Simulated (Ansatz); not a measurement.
The system is Re.

```
CELL_PARAMETERS angstrom
2.76639 0.00000 0.00000
-1.38319 2.39576 0.00000
0.00000 0.00000 8.93885
ATOMIC_POSITIONS crystal
Re 0.66667 0.33333 0.75000
Re 0.00000 0.00000 0.50000
Re 0.33333 0.66667 0.25000
Re 0.00000 0.00000 0.00000
```

Base run:

```yaml
Program: Ansatz 0.2.0
Functional: PBEsol
Potentials_or_basis: Ansatz PAW
Cutoff: "420 eV (not typed: the program's choice for these potentials)"
k_mesh: 11 × 11 × 3
Occupations: fermi-dirac, width 0.05 eV
Spin: spin-orbit coupling, no magnetisation
```

Its results: band gap on the k mesh none (metal or under the smearing width); pressure -6.1 GPa.

**Question.** After a change of settings the same cell gave: band gap on the k mesh none (metal or under the smearing width); pressure -11.8 GPa. Which change was it?
A. functional from PBEsol to PBE; cutoff from 420 eV (not typed: the program's choice for these potentials) to 800 eV; spin from spin-orbit coupling, no magnetisation to no spin polarisation; potential files from those of the base run to others of the same set
B. functional from PBEsol to PBE
C. functional from PBEsol to BLYP; spin from spin-orbit coupling, no magnetisation to no spin polarisation; potential files from those of the base run to others of the same set
D. functional from PBEsol to LDA

**Answer.** D.

LDA binds more tightly than PBEsol, so the same cell stands under less pressure.

Caveats: the PAW data sets come from PBE, with cores solved anew for the run's functional, which leaves a small shift of forces and pressure.
